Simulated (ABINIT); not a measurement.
Crystal: MgB2.

```
Mg B
1.0
     3.08500    0.00000    0.00000
    -1.54250    2.67169    0.00000
     0.00000    0.00000    3.52300
Mg B
1 2
Cartesian
  0.0000 0.0000 0.0000
  1.5425 0.8906 1.7615
  0.0000 1.7811 1.7615
```

Base run:

```yaml
Program: ABINIT 10.8.3 (patched build)
Functional: PBE
Potentials_or_basis: PseudoDojo NC SR PBE v0.4.1 standard
Cutoff: 1088 eV
k_mesh: 8 × 8 × 6
Occupations: fermi-dirac, width 0.05 eV
Spin: no spin polarisation
```

Its results: band gap on the k mesh none (metal or under the smearing width); pressure -1.0 GPa.

The run is repeated on the same cell with these changes: functional from PBE to LDA; potentials or basis from PseudoDojo NC SR PBE v0.4.1 standard to PseudoDojo NC SR LDA v0.4.1 standard. What comes out?

Band gap on the k mesh none (metal or under the smearing width); pressure -7.4 GPa.
